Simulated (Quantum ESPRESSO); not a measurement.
# Sr (Fm-3m) in Quantum ESPRESSO: settings compared, part 2 of 2

Quantum ESPRESSO 7.5. Earlier steps stand in the parts before.

### Step 3. Phonons, PBE

The input, pw.in:

```
&CONTROL
  calculation = 'scf'
  prefix = 'pwscf'
  outdir = './tmp'
  pseudo_dir = './pseudo'
  tprnfor = .true.
  tstress = .true.
  disk_io = 'low'
/
&SYSTEM
  ibrav = 0
  nat = 1
  ntyp = 1
  ecutwfc = 36
  ecutrho = 216
  nbnd = 10
  occupations = 'smearing'
  smearing = 'gaussian'
  degauss = 0.01469973
/
&ELECTRONS
  conv_thr = 2d-10
  electron_maxstep = 120
  mixing_beta = 0.5
/
ATOMIC_SPECIES
Sr    87.6200 Sr.GGA_PBE-JTH.UPF
CELL_PARAMETERS angstrom
   0.0000000000    3.0423500000    3.0423500000
   3.0423500000    0.0000000000    3.0423500000
   3.0423500000    3.0423500000    0.0000000000
ATOMIC_POSITIONS crystal
Sr     0.0000000000    0.0000000000    0.0000000000
K_POINTS automatic
8 8 8 0 0 0
```

The input, relax.in:

```
&CONTROL
  calculation = 'vc-relax'
  prefix = 'pwscf'
  outdir = './tmp'
  pseudo_dir = './pseudo'
  tprnfor = .true.
  tstress = .true.
  disk_io = 'low'
  nstep = 40
  forc_conv_thr = 0.0001
  etot_conv_thr = 1d-06
/
&SYSTEM
  ibrav = 0
  nat = 1
  ntyp = 1
  ecutwfc = 36
  ecutrho = 216
  nbnd = 10
  occupations = 'smearing'
  smearing = 'gaussian'
  degauss = 0.01469973
/
&ELECTRONS
  conv_thr = 2d-10
  electron_maxstep = 120
  mixing_beta = 0.5
/
&IONS
  ion_dynamics = 'bfgs'
/
&CELL
  cell_dynamics = 'bfgs'
  press = 0
  press_conv_thr = 0.2
/
ATOMIC_SPECIES
Sr    87.6200 Sr.GGA_PBE-JTH.UPF
CELL_PARAMETERS angstrom
   0.0000000000    3.0423500000    3.0423500000
   3.0423500000    0.0000000000    3.0423500000
   3.0423500000    3.0423500000    0.0000000000
ATOMIC_POSITIONS crystal
Sr     0.0000000000    0.0000000000    0.0000000000
K_POINTS automatic
8 8 8 0 0 0
```

The input, scf2.in:

```
&CONTROL
  calculation = 'scf'
  prefix = 'pwscf'
  outdir = './tmp'
  pseudo_dir = './pseudo'
  tprnfor = .true.
  tstress = .true.
  disk_io = 'low'
/
&SYSTEM
  ibrav = 0
  nat = 1
  ntyp = 1
  ecutwfc = 36
  ecutrho = 216
  nbnd = 10
  occupations = 'smearing'
  smearing = 'gaussian'
  degauss = 0.01469973
/
&ELECTRONS
  conv_thr = 1d-13
  electron_maxstep = 120
  mixing_beta = 0.5
  startingpot = 'file'
  startingwfc = 'file'
/
ATOMIC_SPECIES
Sr    87.6200 Sr.GGA_PBE-JTH.UPF
CELL_PARAMETERS angstrom
   0.0000000000    3.0184276350    3.0184276350
   3.0184276350    0.0000000000    3.0184276350
   3.0184276350    3.0184276350    0.0000000000
ATOMIC_POSITIONS crystal
Sr     0.0000000000    0.0000000000    0.0000000000
K_POINTS automatic
8 8 8 0 0 0
```

The input, ph.in:

```
phonons of Sr
&INPUTPH
  prefix = 'pwscf'
  outdir = './tmp'
  tr2_ph = 1d-16
  fildyn = 'dyn'
  niter_ph = 60
  alpha_mix(1) = 0.4
/
0.3535533906 0.3535533906 0.3535533906
```

Potentials or basis: JTH 2.0 PBE.

Run with:

```console
$ OMP_NUM_THREADS=1 pw.x -in pw.in > pw.out
$ OMP_NUM_THREADS=1 pw.x -in relax.in > relax.out
$ OMP_NUM_THREADS=1 pw.x -in scf2.in > scf2.out
$ OMP_NUM_THREADS=1 ph.x -in ph.in > ph.out
```

pw.out:

```text
This program is part of the open-source Quantum ESPRESSO suite
     for quantum simulation of materials; please cite
         "P. Giannozzi et al., J. Phys.:Condens. Matter 21 395502 (2009);
         "P. Giannozzi et al., J. Phys.:Condens. Matter 29 465901 (2017);
         "P. Giannozzi et al., J. Chem. Phys. 152 154105 (2020);
     in publications or presentations arising from this work. More details at

     file Sr.GGA_PBE-JTH.UPF: wavefunction(s)  5S 0P 4D 0D renormalized
     Message from routine setup:
     using ibrav=0 with symmetry is DISCOURAGED, use correct ibrav instead

     G-vector sticks info
     --------------------
     sticks:   dense  smooth     PW     G-vecs:    dense   smooth      PW
     Sum         979     649    199                20275    11017    1917

     Using Slab Decomposition

     bravais-lattice index     =            0
     lattice parameter (alat)  =       8.1306  a.u.
     unit-cell volume          =     380.0617 (a.u.)^3
     number of atoms/cell      =            1
     number of atomic types    =            1
     number of electrons       =        10.00
     number of Kohn-Sham states=           10
     kinetic-energy cutoff     =      36.0000  Ry
     charge density cutoff     =     216.0000  Ry
     scf convergence threshold =      2.0E-10
     mixing beta               =       0.5000
     number of iterations used =            8  plain     mixing
     Exchange-correlation= SLA PW PBX PBC
                           (   1   4   3   4   0   0   0)

     celldm(1)=   8.130608  celldm(2)=   0.000000  celldm(3)=   0.000000
     celldm(4)=   0.000000  celldm(5)=   0.000000  celldm(6)=   0.000000

     crystal axes: (cart. coord. in units of alat)
[... 89 lines left out ...]
     estimated scf accuracy    <       0.02627206 Ry
[... 43 lines left out ...]
     iteration #  8     ecut=    36.00 Ry     beta= 0.50
     Davidson diagonalization with overlap
     ethr =  1.50E-11,  avg # of iterations =  2.8

     End of self-consistent calculation

          k = 0.0000 0.0000 0.0000 (  1411 PWs)   bands (ev):

   -31.7411 -13.6322 -13.6322 -13.6322   1.2948   7.2306   7.2306   7.2306
     8.6616   8.6616
[... 93 lines left out ...]
   -31.7250 -13.7722 -13.7363 -13.6844   4.8267   5.1395   5.7072   8.2685
     8.6589   9.4931

          k =-0.7071 0.0000 0.0000 (  1362 PWs)   bands (ev):

   -31.7247 -13.8014 -13.6979 -13.6979   4.2926   5.2749   5.8942   9.6819
     9.9698   9.9698

          k = 0.3536 0.1768 0.0000 (  1385 PWs)   bands (ev):
[... 26 lines left out ...]
   -31.7258 -13.7611 -13.7376 -13.6795   4.5443   5.5061   5.5839   7.6416
     9.1290   9.3468

          k =-0.7071 0.1768-0.0000 (  1390 PWs)   bands (ev):

   -31.7247 -13.7864 -13.7132 -13.6988   4.5721   5.3374   5.7685   8.0976
     9.9723  10.1054

          k =-0.7071 0.3536 0.0000 (  1384 PWs)   bands (ev):

   -31.7246 -13.7500 -13.7500 -13.6996   4.9869   5.5227   5.5227   7.0911
     9.9748  10.1309

     the Fermi energy is     4.8724 ev

!    total energy              =    -260.25266629 Ry
     total all-electron energy =      -260.252666 Ry
     estimated scf accuracy    <          1.8E-10 Ry
     smearing contrib. (-TS)   =      -0.00166810 Ry
     internal energy E=F+TS    =    -260.25099819 Ry

     The total energy is F=E-TS. E is the sum of the following terms:
     one-electron contribution =     -24.50771788 Ry
     hartree contribution      =      14.53301045 Ry
     xc contribution           =     -12.22674237 Ry
     ewald contribution        =     -39.87385625 Ry
     one-center paw contrib.   =    -198.17569215 Ry

     convergence has been achieved in   8 iterations

     Forces acting on atoms (cartesian axes, Ry/au):

     atom    1 type  1   force =     0.00000000    0.00000000    0.00000000

     Total force =     0.000000     Total SCF correction =     0.000000

     Computing stress (Cartesian axis) and pressure

          total   stress  (Ry/bohr**3)                   (kbar)     P=       -2.64
  -0.00001798   0.00000000   0.00000000           -2.64        0.00        0.00
   0.00000000  -0.00001798   0.00000000            0.00       -2.64        0.00
   0.00000000   0.00000000  -0.00001798            0.00        0.00       -2.64

=------------------------------------------------------------------------------=
   JOB DONE.
=------------------------------------------------------------------------------=
```

It took 2.1 min on 1 thread of Arm Neoverse V2, shared host; peak memory 0.12 GiB.

Results:

```yaml
Free_energy: -3540.9191 eV
Relaxed_volume: 55.00 Å³/atom
Relaxed_cell: a = 4.269 Å, b = 4.269 Å, c = 4.269 Å, α = 60.00°, β = 60.00°, γ = 60.00°
Space_group_after_relaxing_to_0.05_Å: Fm-3m (No. 225)
Pressure_after_relaxing: 0.0 GPa
Band_gap_on_the_k_mesh: none (metal or under the smearing width)
Highest_phonon_frequency_at_the_q_point_run: 94 cm⁻¹
```

Step by step:
```tsv
step	energy change (eV)	largest force (eV/Å)	pressure (GPa)	volume (Å³)
1	0.0000	0.0000	-0.26	56.32
2	-0.0001	0.0000	-0.25	56.24
3	-0.0003	0.0000	-0.23	56.13
4	-0.0005	0.0000	-0.20	55.96
5	-0.0008	0.0000	-0.14	55.70
6	-0.0010	0.0000	-0.07	55.32
7	-0.0011	0.0000	0.00	55.00
8	-0.0011	0.0000	0.00	55.00
```

Final structure:
```
Sr
1.0
     0.00000    3.01843    3.01843
     3.01843    0.00000    3.01843
     3.01843    3.01843    0.00000
Sr
1
Direct
  0.00000 0.00000 0.00000
```

Phonon frequencies in cm⁻¹ (negative: imaginary):
| q point | frequencies |
| --- | --- |
| (0.500, 0.500, 0.500) | 48 48 94 |

Phonon modes at q = (0.500, 0.500, 0.500) in reciprocal lattice units:
```
mode  symmetry  cm⁻¹
   1       E_u    48
   2       E_u    48
   3      A_2u    94
```

Caveat: the cutoff is low for these files, which shifts pressure and relaxed volume.
